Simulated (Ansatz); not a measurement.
# Cu (P-1) in Ansatz: reference runs

Reference runs on Cu: the cell as given.

Everything below comes from runs of Ansatz 0.2.0. Logs are shortened: lines on timing, memory, paths and dates and some standing lists are left out, and cuts for length are marked.

### 1 The cell of the first run

The typed cell holds 2 atoms: a = 2.556 Å, b = 2.556 Å, c = 4.427 Å, α = 73.22°, β = 73.22°, γ = 60.00°.

### 2 Single point, PBE (all atoms moved at random, sigma 0.05 Å a component)

The input, input.yaml:

```yaml
crystal:
  lattice:
    - [0.0, -1.8075, -1.8075]
    - [-1.8075, 0.0, -1.8075]
    - [1.8075, 1.8075, -3.615]
  atoms:
    - { symbol: Cu, position: [0.48555249, 0.50760895, 0.49794564] }
    - { symbol: Cu, position: [0.01444751, 0.99239105, 0.00205436] }
kpoints:
  mp_grid: { grid: [12, 12, 7] }
scf:
  occupations: { method: fermi_dirac, width: 0.05 }
hamiltonian:
  xc: pbe
  pseudopotentials: { kind: all_electron, lapw: { basis_error: 0.001 } }
output:
  forces: true
  stress: true
  eigenvalues: true
  populations: true
```

Potentials or basis: all-electron LAPW, scalar-relativistic.

Launch:

```sh
$ ansatz run input.yaml --threads 2 --pin off --max-ram 6144MiB --backend cpu --events-out ev --progress --plain --runs-dir out
```

Standard output:

```text
Warning: RAYON_NUM_THREADS=2 ignored (pool sized by the plan → 2); use --threads N
Cu: projections on atomic orbitals take those of the free atom 1s2 2s2 2p6 3s2 3p6 3d10 4s1, of charge +0.00 (hamiltonian.pseudopotentials.projection_atoms)
LAPW: plane waves up to 9.008 Å⁻¹, error target 1.0e-3 eV per atom; small_component_spin mean_spin; Cu in spheres of 1.252 Å, 19 of its electrons in bands, Dirac shells [] (how accurate: hamiltonian.pseudopotentials.lapw.basis_error, Limitations)
Engine: ansatz 0.2.0, aarch64-unknown-linux-gnu
Pseudopotentials: kind: all_electron
Pseudopotential: Cu, LAPW, valence charge 19, lapw/all_electron/scalar/gaussian/Cu, Koelling and Harmon's equation, gaussian nucleus
Functional definition: PBE
  parameter kappa = 0.804
  parameter beta = 0.06672455060314922
  exchange = pbe_x(kappa = kappa, mu = beta*pi^2/3)
  correlation = pbe_c(beta = beta)
Crystal: 2 atoms, lattice volume = 23.621 Å³
Basis set: ecut = 309.1840702853996 eV, 293 PW (Γ), exchange–correlation at level 2
Bands: 23, of which v1, the nominal top of the filled ones, is band 19 counted from 1 (18 counted from 0)
Symmetry: 2 space group operations
Space group: P-1 (ITA 2), of the structure as read, at distance tolerance 2.9e-5 Å
k-points: 506 of 1008
Non-local potential: Cu, projectors of the file, none
Initial density: superposition of atomic densities (chi_scale 0.1, normalization cell)
Initial wavefunctions: plane waves of lowest kinetic energy (no species holds an atomic orbital)
Functional: x = pbe(κ = 0.804, μ = 0.2195149727645171), c = pbe(β = 0.06672455060314922)
iter 1 solved again at ethr=7.88e-4 eV; its pass at ethr=1.00e-1 eV (dr2=2.99e-1 eV) is discarded
SCF iter   1: F=—  HF=-90070.336293 eV  |F-HF|=—  |Δ(HF+E_count)|=         —  Δρ=5.09e-2  dr2=3.00e-1  ethr=7.88e-4  ⟨swp⟩=2.2  Hψ=81170  notcnv=0
preconditioner: auto → none  [metal: Δε(μ)=0.010 eV  Ē_g=9.930 eV  σ=0.050 eV  W_gap=0.05  n_scr=8 (ndim 8)  ℏωp=35.8 eV  f_vac=0.000  D(μ)=1.11/eV (n_scr^D=8)  sad-step TF]
SCF iter   2: F=—  HF=-90071.736684 eV  |F-HF|=—  |Δ(HF+E_count)|=    1.40e0  Δρ=2.35e-2  dr2=4.83e-2  ethr=7.88e-4  ⟨swp⟩=3.0  Hψ=42204  notcnv=0
iter 3 solved again at ethr=3.29e-6 eV; its pass at ethr=1.27e-4 eV (dr2=1.25e-3 eV) is discarded
SCF iter   3: F=—  HF=-90068.725863 eV  |F-HF|=—  |Δ(HF+E_count)|=    3.01e0  Δρ=2.60e-3  dr2=1.25e-3  ethr=3.29e-6  ⟨swp⟩=2.0  Hψ=65046  notcnv=0
SCF iter   4: F=—  HF=-90068.589176 eV  |F-HF|=—  |Δ(HF+E_count)|=   1.37e-1  Δρ=5.52e-3  dr2=3.67e-3  ethr=3.29e-6  ⟨swp⟩=3.0  Hψ=40670  notcnv=0
SCF iter   5: F=—  HF=-90068.576850 eV  |F-HF|=—  |Δ(HF+E_count)|=   1.23e-2  Δρ=7.47e-4  dr2=7.03e-5  ethr=3.29e-6  ⟨swp⟩=3.0  Hψ=36098  notcnv=0
SCF iter   6: F=—  HF=-90068.576733 eV  |F-HF|=—  |Δ(HF+E_count)|=   1.17e-4  Δρ=7.83e-5  dr2=4.62e-6  ethr=1.85e-7  ⟨swp⟩=2.0  Hψ=33112  notcnv=0
SCF iter   7: F=—  HF=-90068.576731 eV  |F-HF|=—  |Δ(HF+E_count)|=   1.18e-6  Δρ=1.54e-5  dr2=1.22e-7  ethr=1.22e-8  ⟨swp⟩=2.1  Hψ=33194  notcnv=0
SCF iter   8: F=-90068.576731 eV  HF=-90068.576731 eV  |F-HF|=4.30e-8  |Δ(HF+E_count)|=   1.75e-7  Δρ=3.86e-6  dr2=6.34e-9  ethr=3.21e-10  ⟨swp⟩=2.0  Hψ=33127  notcnv=0
SCF 1 converged in 8 iterations: F = -90068.576731 eV  dr2 = 6.34e-9
SCF converged after 8 iterations
Free energy (F): -90068.576731 eV
Harris-Foulkes:  -90068.576731 eV  (|F-HF|=4.30e-8)
Internal energy: -90068.570494 eV  (E = F + TS)
E sigma→0 (E₀):  -90068.573613 eV
Entropy (-TS):   -0.006237 eV (-3.118 meV/atom)
Fermi energy:    16.596061 eV
--- Per-component energies (eV) ---
  E_band       = -724.682554
  E_kinetic    = 91617.210713
  E_xc         = -3681.323436
  E_electrostatic = -178004.457772  (all electrons and nuclei)
  E_smearing   = -0.006237  (= −TS)
  E_closure    = 0.000000  (closes the sum)
  E_atoms      = -90061.064913  (free atoms, spherical and without spin; not in F)
  Σ components = -90068.576731   (vs F -90068.576731, Δ=0.00e0)
  Basis errors (estimates in eV, not in F): energy 2.1e-4 per atom: plane waves 2.0e-4 (1.1e-4 summed), levels above the bands 6.4e-85, relativity 1.6e-8, radial functions 7.0e-6, core shells 2.6e-11; eigenvalues (radial functions only) 5.8e-7; not estimated: angular momenta, meshes, grids; target (lapw.basis_error) 1.0e-3; muffin-tin radii Cu 1.252 Å
--- Forces (eV/Å), atoms counted from 1 ---
  atom   1  Cu     0.11444992    -0.01524018    -0.12108481
  atom   2  Cu    -0.11444992     0.01524018     0.12108481
  max |Σ_I F_I| component: 0.00e0 eV/Å
--- Stress (GPa, compression-positive) ---
        1.971399      -0.360106       0.069209
       -0.360106       1.708703       0.264985
        0.069209       0.264985       1.961023
  P = ⅓ Tr σ = 1.8804 GPa (18.804 kbar)
--- Band table (eV; the first three rows and the last of 506) ---
  k-point 0: bands = ["-95.9642", "-95.9502", "-53.3907", "-53.2924", "-53.2921", "-53.2824", "-53.2763", "-53.2759", "7.2019", "11.5199", "13.5778", "13.5804", "13.6002", "13.6116", "13.6159", "14.4369", "14.4431", "15.0111", "15.0122", "15.5584", "20.3601", "37.7039", "38.6481"]
  k-point 1: bands = ["-95.9635", "-95.9508", "-53.3854", "-53.2919", "-53.2914", "-53.2875", "-53.2771", "-53.2766", "7.3878", "11.3961", "13.5547", "13.5989", "13.6076", "13.6494", "13.6519", "14.4220", "14.4285", "14.7991", "14.9562", "14.9581", "21.6005", "37.8417", "37.9838"]
  k-point 2: bands = ["-95.9616", "-95.9528", "-53.3706", "-53.3031", "-53.2894", "-53.2891", "-53.2793", "-53.2787", "7.9345", "10.8744", "13.4535", "13.6604", "13.6646", "13.7009", "13.7315", "13.8226", "14.3997", "14.4078", "14.8088", "14.8158", "24.1955", "34.4665", "38.2227"]
  k-point 505: bands = ["-95.9488", "-95.9470", "-53.3687", "-53.3651", "-53.3325", "-53.3200", "-53.3071", "-53.3013", "12.0975", "12.1581", "12.5985", "12.9386", "13.5546", "13.7804", "14.1084", "14.4306", "15.0506", "15.0731", "17.3517", "17.7018", "22.4855", "24.2085", "27.8990"]
--- Löwdin populations: 2 sites ---
  site symbol       q [e]
     0     Cu     28.8415
     1     Cu     28.8415
  spilling = 0.005465 (of n_electrons = 58.000000)
```

Run time: 39 s. Hardware: 2 threads of Arm Neoverse V2, shared host; peak memory 1.1 GiB.

What came out:

- Free energy: -90068.5767 eV
- Pressure: 1.9 GPa
- Largest force: 0.167 eV/Å
- Band gap on the k mesh: none (metal or under the smearing width)

Forces on the atoms (eV/Å):
```
Cu   0.114 -0.015 -0.121
Cu  -0.114  0.015  0.121
```

Stress tensor (GPa, compression positive):
```
 1.97 -0.36  0.07
-0.36  1.71  0.26
 0.07  0.26  1.96
```

Levels at points of the mesh, in eV from the Fermi level:
```csv
k point,band 15,band 16,band 17,band 18,band 19,band 20,band 21,band 22,band 23
"(0.00, 0.00, 0.00)",-2.98,-2.16,-2.15,-1.58,-1.58,-1.04,3.76,21.11,22.05
"(0.00, -0.50, 0.00)",-2.37,-2.29,-1.54,-1.53,0.87,1.03,6.63,6.77,12.35
"(-0.50, 0.00, 0.00)",-2.35,-2.34,-1.55,-1.52,0.81,1.09,6.38,7.02,12.36
"(-0.50, -0.50, 0.00)",-1.59,-1.57,-1.45,-1.44,-1.03,1.47,3.76,7.11,13.05
```
